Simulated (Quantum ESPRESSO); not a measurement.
# Sn (Fd-3m) in Quantum ESPRESSO: a series of runs

Runs on Sn. Level: PBE. Tasks: phonons.

Everything below comes from runs of Quantum ESPRESSO 7.5. Logs are shortened: lines on timing, memory, paths and dates and some standing lists are left out, and cuts for length are marked.

### Step 1. The crystal as given

The structure is cubic, space group Fd-3m (No. 227). Conventional cell: a = 6.467 Å, b = 6.467 Å, c = 6.467 Å, α = 90.00°, β = 90.00°, γ = 90.00°. Around Sn (site symmetry -43m) lie 4 Sn at 2.80 Å.

This isn't the form of Sn at room conditions, which is tetragonal (white tin).

### Step 2. Phonons, PBE

The input, pw.in:

```
&CONTROL
  calculation = 'scf'
  prefix = 'pwscf'
  outdir = './tmp'
  pseudo_dir = './pseudo'
  tprnfor = .true.
  tstress = .true.
  disk_io = 'low'
/
&SYSTEM
  ibrav = 0
  nat = 2
  ntyp = 1
  ecutwfc = 72
  nbnd = 21
  occupations = 'smearing'
  smearing = 'mv'
  degauss = 0.01469973
/
&ELECTRONS
  conv_thr = 4d-10
  electron_maxstep = 120
  mixing_beta = 0.5
/
ATOMIC_SPECIES
Sn   118.7100 Sn.upf
CELL_PARAMETERS angstrom
   0.0000000000    3.2333428000    3.2333428000
   3.2333428000    0.0000000000    3.2333428000
   3.2333428000    3.2333428000    0.0000000000
ATOMIC_POSITIONS crystal
Sn     0.7500000000    0.7500000000    0.7500000000
Sn     0.5000000000    0.5000000000    0.5000000000
K_POINTS automatic
5 5 5 0 0 0
```

The input, scf2.in:

```
&CONTROL
  calculation = 'scf'
  prefix = 'pwscf'
  outdir = './tmp'
  pseudo_dir = './pseudo'
  tprnfor = .true.
  tstress = .true.
  disk_io = 'low'
/
&SYSTEM
  ibrav = 0
  nat = 2
  ntyp = 1
  ecutwfc = 72
  nbnd = 21
  occupations = 'smearing'
  smearing = 'mv'
  degauss = 0.01469973
/
&ELECTRONS
  conv_thr = 1d-13
  electron_maxstep = 120
  mixing_beta = 0.5
  startingpot = 'file'
  startingwfc = 'file'
/
ATOMIC_SPECIES
Sn   118.7100 Sn.upf
CELL_PARAMETERS angstrom
   0.0000000000    3.2333428000    3.2333428000
   3.2333428000    0.0000000000    3.2333428000
   3.2333428000    3.2333428000    0.0000000000
ATOMIC_POSITIONS crystal
Sn     0.7500000000    0.7500000000    0.7500000000
Sn     0.5000000000    0.5000000000    0.5000000000
K_POINTS automatic
5 5 5 0 0 0
```

The input, ph.in:

```
phonons of Sn
&INPUTPH
  prefix = 'pwscf'
  outdir = './tmp'
  tr2_ph = 1d-18
  fildyn = 'dyn'
  niter_ph = 90
  alpha_mix(1) = 0.4
/
0.0000000000 0.0000000000 0.0000000000
```

The input, dynmat.in:

```
&INPUT
  fildyn = 'dyn'
  asr = 'crystal'
  filout = 'dynmat.disp'
  fileig = 'dynmat.eig'
/
```

Potentials or basis: Ansatz NC SR PBE.

Launch:

```bash
> OMP_NUM_THREADS=1 mpirun -n 4 pw.x -nk 2 -in pw.in > pw.out
> OMP_NUM_THREADS=1 mpirun -n 4 pw.x -nk 2 -in scf2.in > scf2.out
> OMP_NUM_THREADS=1 mpirun -n 4 ph.x -nk 2 -in ph.in > ph.out
> OMP_NUM_THREADS=1 mpirun -n 1 dynmat.x -in dynmat.in > dynmat.out
```

pw.out:

```text
[... set-up lines left out ...]
     Self-consistent Calculation

     iteration #  1     ecut=    72.00 Ry     beta= 0.50
     Davidson diagonalization with overlap
     ethr =  1.00E-02,  avg # of iterations = 10.8

     Threshold (ethr) on eigenvalues was too large:
     Diagonalizing with lowered threshold

     Davidson diagonalization with overlap
     c_bands:  1 eigenvalues not converged
     c_bands:  1 eigenvalues not converged
     ethr =  7.09E-05,  avg # of iterations = 15.8

     total energy              =    -324.55324629 Ry
     estimated scf accuracy    <       0.02640882 Ry

     iteration #  2     ecut=    72.00 Ry     beta= 0.50
     Davidson diagonalization with overlap
     ethr =  9.43E-05,  avg # of iterations =  1.4

     total energy              =    -324.55287238 Ry
     estimated scf accuracy    <       0.00570495 Ry

     iteration #  3     ecut=    72.00 Ry     beta= 0.50
     Davidson diagonalization with overlap
     ethr =  2.04E-05,  avg # of iterations =  5.9

     total energy              =    -324.55328368 Ry
     estimated scf accuracy    <       0.00005239 Ry

     iteration #  4     ecut=    72.00 Ry     beta= 0.50
     Davidson diagonalization with overlap
     c_bands:  3 eigenvalues not converged
     ethr =  1.87E-07,  avg # of iterations = 15.0

     total energy              =    -324.55361335 Ry
     estimated scf accuracy    <       0.00001884 Ry

     iteration #  5     ecut=    72.00 Ry     beta= 0.50
     Davidson diagonalization with overlap
     ethr =  6.73E-08,  avg # of iterations =  3.1

     total energy              =    -324.55361280 Ry
     estimated scf accuracy    <       0.00001602 Ry

     iteration #  6     ecut=    72.00 Ry     beta= 0.50
     Davidson diagonalization with overlap
     ethr =  5.72E-08,  avg # of iterations =  2.0

     total energy              =    -324.55361516 Ry
     estimated scf accuracy    <       0.00000014 Ry

     iteration #  7     ecut=    72.00 Ry     beta= 0.50
     Davidson diagonalization with overlap
     ethr =  4.89E-10,  avg # of iterations = 11.1

     total energy              =    -324.55361570 Ry
     estimated scf accuracy    <       0.00000044 Ry

     iteration #  8     ecut=    72.00 Ry     beta= 0.50
     Davidson diagonalization with overlap
     ethr =  4.89E-10,  avg # of iterations =  3.6

     total energy              =    -324.55361572 Ry
     estimated scf accuracy    <       0.00000011 Ry

     iteration #  9     ecut=    72.00 Ry     beta= 0.50
     Davidson diagonalization with overlap
     ethr =  4.03E-10,  avg # of iterations =  1.2

     total energy              =    -324.55361573 Ry
     estimated scf accuracy    <          5.1E-09 Ry

     iteration # 10     ecut=    72.00 Ry     beta= 0.50
     Davidson diagonalization with overlap
     ethr =  1.84E-11,  avg # of iterations =  5.8

     total energy              =    -324.55361573 Ry
     estimated scf accuracy    <          1.3E-09 Ry

     iteration # 11     ecut=    72.00 Ry     beta= 0.50
     Davidson diagonalization with overlap
     ethr =  4.74E-12,  avg # of iterations =  4.1

     End of self-consistent calculation

          k = 0.0000 0.0000 0.0000 (  4693 PWs)   bands (ev):

   -13.5719 -13.5719 -13.5719 -13.5122 -13.5122 -13.1928 -13.1928 -13.1928
   -13.1838 -13.1838  -2.5472   7.5706   8.2170   8.2170   8.2170  10.2870
    10.2870  10.2870  13.1677  16.0995  16.1047

          k = 0.1414 0.1414-0.1414 (  4744 PWs)   bands (ev):

   -13.5930 -13.5930 -13.5628 -13.4807 -13.4807 -13.2304 -13.2304 -13.2044
   -13.1525 -13.1525  -2.1614   4.8263   7.6359   7.6359   8.6415  11.0124
    11.0124  11.9724  14.4492  14.9687  14.9688

          k = 0.2828 0.2828-0.2828 (  4702 PWs)   bands (ev):

   -13.6077 -13.6077 -13.5472 -13.4528 -13.4528 -13.2527 -13.2527 -13.2241
   -13.1365 -13.1365  -1.1878   2.2848   7.0710   7.0710   8.2080  11.3698
    11.3698  13.8635  15.1982  16.1094  16.1095

          k = 0.2828-0.0000 0.0000 (  4725 PWs)   bands (ev):

   -13.5920 -13.5920 -13.5807 -13.4801 -13.4417 -13.2933 -13.2145 -13.1637
   -13.1637 -13.1566  -2.0257   4.7401   6.8681   6.8681   9.3370  10.3558
    12.2718  12.2718  13.7421  15.3033  16.5455

          k = 0.4243 0.1414-0.1414 (  4700 PWs)   bands (ev):

   -13.6258 -13.6098 -13.5387 -13.4419 -13.4016 -13.3333 -13.2552 -13.2107
   -13.1360 -13.1171  -1.1848   2.7334   5.8129   6.3820   9.5387  10.9302
    12.3868  12.9026  16.0068  16.3591  17.1160

          k =-0.1414-0.4243 0.4243 (  4703 PWs)   bands (ev):

   -13.6384 -13.6199 -13.5027 -13.4237 -13.4117 -13.3003 -13.2923 -13.2535
   -13.1206 -13.1037  -0.5900   1.7623   5.1732   6.5916   9.5214  11.6647
    12.3906  14.0237  15.0208  15.7846  16.5756

          k = 0.0000-0.2828 0.2828 (  4728 PWs)   bands (ev):

   -13.6158 -13.6145 -13.5309 -13.4644 -13.4323 -13.2805 -13.2512 -13.2244
   -13.1336 -13.1257  -1.5465   3.3890   5.6552   7.3463   9.6616  11.4568
    11.7120  12.3577  14.2906  15.9675  16.5024

          k = 0.5657-0.0000 0.0000 (  4696 PWs)   bands (ev):

   -13.6202 -13.6202 -13.5350 -13.4268 -13.3969 -13.3201 -13.2955 -13.2094
   -13.1207 -13.1207  -0.5059   1.8496   5.7759   5.7759   8.7788   9.4018
    15.0998  15.0998  16.0323  17.8926  18.2288

          k = 0.0000-0.5657 0.5657 (  4700 PWs)   bands (ev):

   -13.6437 -13.6251 -13.4855 -13.4254 -13.3571 -13.3388 -13.3181 -13.2610
   -13.1133 -13.0953   0.3338   0.8966   4.8691   5.8675   9.1286  10.7585
    14.3923  14.6368  15.4955  16.6298  18.8973

          k =-0.1414-0.4243 0.7071 (  4712 PWs)   bands (ev):

   -13.6415 -13.6334 -13.4783 -13.3998 -13.3816 -13.3516 -13.3055 -13.2681
   -13.1062 -13.0988  -0.2242   1.5473   4.9144   5.6732  10.9501  10.9544
    11.8616  14.1411  15.6857  16.6449  18.6658

     the Fermi energy is     8.1242 ev

!    total energy              =    -324.55361574 Ry
     estimated scf accuracy    <          2.0E-10 Ry
     smearing contrib. (-TS)   =      -0.00019029 Ry
     internal energy E=F+TS    =    -324.55342545 Ry

     The total energy is F=E-TS. E is the sum of the following terms:
     one-electron contribution =    -144.97308372 Ry
     hartree contribution      =      89.91101019 Ry
     xc contribution           =     -96.69437232 Ry
     ewald contribution        =    -172.79697961 Ry

     convergence has been achieved in  11 iterations

     Forces acting on atoms (cartesian axes, Ry/au):

     atom    1 type  1   force =    -0.00000000    0.00000000    0.00000000
     atom    2 type  1   force =     0.00000000   -0.00000000   -0.00000000

     Total force =     0.000000     Total SCF correction =     0.000000

     Computing stress (Cartesian axis) and pressure

          total   stress  (Ry/bohr**3)                   (kbar)     P=       40.31
   0.00027399   0.00000000   0.00000000           40.31        0.00        0.00
   0.00000000   0.00027399  -0.00000000            0.00       40.31       -0.00
   0.00000000  -0.00000000   0.00027399            0.00       -0.00       40.31

=------------------------------------------------------------------------------=
   JOB DONE.
=------------------------------------------------------------------------------=
```

It took 2 min on 4 MPI ranks of Intel Xeon 6975P-C (Granite Rapids), shared host; peak memory 0.36 GiB.

What came out:

```
Free energy                   : -4415.7769 eV
Pressure after relaxing       : 4.0 GPa
Band gap on the k mesh        : none (metal or under the smearing width)
Highest phonon frequency at Γ : 192 cm⁻¹
```

Levels at points of the mesh, in eV from the Fermi level:
```
           k point  band 11  band 12  band 13  band 14  band 15  band 16  band 17  band 18
(0.00, 0.00, 0.00)   -10.67    -0.55     0.09     0.09     0.09     2.16     2.16     2.16
```

Phonon frequencies in cm⁻¹ (negative: imaginary):
```csv
q point,frequencies
"(0.000, 0.000, 0.000)",0 0 0 192 192 192
```

Optical modes at Γ, degenerate ones joined:
```
cm⁻¹  components  symmetry  active in
 192           3       T2g      Raman
```

Caveat: the k mesh is coarse; the mesh is thin for the phonons of a metal; the cell is more than 3 GPa from zero pressure, which shifts response properties.

### Step 3. Phonons, PBE

pw.in is that of step 2.

scf2.in is that of step 2.

ph.in is that of step 2.

dynmat.in is that of step 2.

Potentials or basis: PseudoDojo 0.4.1 SR PBE standard.

Launch:

```bash
> OMP_NUM_THREADS=1 mpirun -n 4 pw.x -nk 2 -in pw.in > pw.out
> OMP_NUM_THREADS=1 mpirun -n 4 pw.x -nk 2 -in scf2.in > scf2.out
> OMP_NUM_THREADS=1 mpirun -n 4 ph.x -nk 2 -in ph.in > ph.out
> OMP_NUM_THREADS=1 mpirun -n 1 dynmat.x -in dynmat.in > dynmat.out
```

pw.out:

```text
This program is part of the open-source Quantum ESPRESSO suite
     for quantum simulation of materials; please cite
[... 6 lines left out ...]
     using ibrav=0 with symmetry is DISCOURAGED, use correct ibrav instead

     K-points division:     npool     =       2
     Subspace diagonalization in iterative solution of the eigenvalue problem:
     a serial algorithm will be used

     --------------------
     sticks:   dense  smooth     PW     G-vecs:    dense   smooth      PW
     Min         741     741    216                18753    18753    2908
     Max         742     742    217                18756    18756    2909
     Sum        1483    1483    433                37509    37509    5817

     Using Slab Decomposition

     bravais-lattice index     =            0
     lattice parameter (alat)  =       8.6410  a.u.
     unit-cell volume          =     456.2279 (a.u.)^3
     number of atoms/cell      =            2
     number of atomic types    =            1
     number of electrons       =        28.00
     number of Kohn-Sham states=           21
     kinetic-energy cutoff     =      72.0000  Ry
     charge density cutoff     =     288.0000  Ry
     scf convergence threshold =      4.0E-10
     mixing beta               =       0.5000
     number of iterations used =            8  plain     mixing
     Exchange-correlation= PBE
                           (   1   4   3   4   0   0   0)

[... 142 lines left out ...]
     Davidson diagonalization with overlap
     ethr =  2.95E-12,  avg # of iterations =  2.0

     End of self-consistent calculation

          k = 0.0000 0.0000 0.0000 (  4693 PWs)   bands (ev):

   -13.5222 -13.5222 -13.5222 -13.4626 -13.4626 -13.1448 -13.1448 -13.1448
   -13.1360 -13.1360  -2.4488   7.6698   8.3150   8.3150   8.3150  10.3919
    10.3919  10.3919  13.3020  16.1957  16.1957

          k = 0.1414 0.1414-0.1414 (  4744 PWs)   bands (ev):
[... 19 lines left out ...]
   -13.5758 -13.5598 -13.4889 -13.3926 -13.3525 -13.2845 -13.2070 -13.1625
   -13.0882 -13.0693  -1.0879   2.8281   5.9115   6.4816   9.6399  11.0382
    12.4939  13.0104  16.1429  16.4913  17.2768

          k =-0.1414-0.4243 0.4243 (  4703 PWs)   bands (ev):

   -13.5883 -13.5699 -13.4530 -13.3745 -13.3627 -13.2516 -13.2439 -13.2051
   -13.0728 -13.0560  -0.4937   1.8573   5.2713   6.6913   9.6225  11.7727
    12.4968  14.1482  15.1325  15.9198  16.7411

          k = 0.0000-0.2828 0.2828 (  4728 PWs)   bands (ev):
[... 13 lines left out ...]
   -13.5936 -13.5751 -13.4359 -13.3761 -13.3083 -13.2901 -13.2695 -13.2127
   -13.0655 -13.0476   0.4294   0.9919   4.9676   5.9673   9.2274  10.8628
    14.5118  14.7563  15.6090  16.7732  19.0422

          k =-0.1414-0.4243 0.7071 (  4712 PWs)   bands (ev):

   -13.5913 -13.5833 -13.4288 -13.3508 -13.3325 -13.3028 -13.2569 -13.2197
   -13.0585 -13.0511  -0.1282   1.6422   5.0127   5.7720  11.0545  11.0614
    11.9668  14.2610  15.8012  16.7790  18.8399

     the Fermi energy is     8.2235 ev

!    total energy              =    -315.22056377 Ry
     estimated scf accuracy    <          1.0E-11 Ry
     smearing contrib. (-TS)   =      -0.00019079 Ry
     internal energy E=F+TS    =    -315.22037298 Ry

     The total energy is F=E-TS. E is the sum of the following terms:
     one-electron contribution =    -141.27595501 Ry
     hartree contribution      =      87.05844244 Ry
     xc contribution           =     -88.20588080 Ry
     ewald contribution        =    -172.79697961 Ry

     convergence has been achieved in  12 iterations

     Forces acting on atoms (cartesian axes, Ry/au):

     atom    1 type  1   force =    -0.00000000   -0.00000000    0.00000000
     atom    2 type  1   force =     0.00000000    0.00000000   -0.00000000

     Total force =     0.000000     Total SCF correction =     0.000000

     Computing stress (Cartesian axis) and pressure

          total   stress  (Ry/bohr**3)                   (kbar)     P=       40.75
   0.00027698   0.00000000  -0.00000000           40.75        0.00       -0.00
   0.00000000   0.00027698  -0.00000000            0.00       40.75       -0.00
  -0.00000000  -0.00000000   0.00027698           -0.00       -0.00       40.75

=------------------------------------------------------------------------------=
   JOB DONE.
=------------------------------------------------------------------------------=
```

Run time: 94 s. Hardware: 4 MPI ranks of Intel Xeon 6975P-C (Granite Rapids), shared host; peak memory 0.32 GiB.

What came out:

```
Free energy                   : -4288.7943 eV
Pressure after relaxing       : 4.1 GPa
Band gap on the k mesh        : none (metal or under the smearing width)
Highest phonon frequency at Γ : 193 cm⁻¹
```

Phonon frequencies in cm⁻¹ (negative: imaginary):
```
              q point           frequencies
(0.000, 0.000, 0.000)  -2 -2 -2 193 193 193
```

Optical modes at Γ, degenerate ones joined:
```csv
cm⁻¹,components,symmetry,active in
193,3,T2g,Raman
```

Caveat: the k mesh is coarse; the mesh is thin for the phonons of a metal; the cell is more than 3 GPa from zero pressure, which shifts response properties.
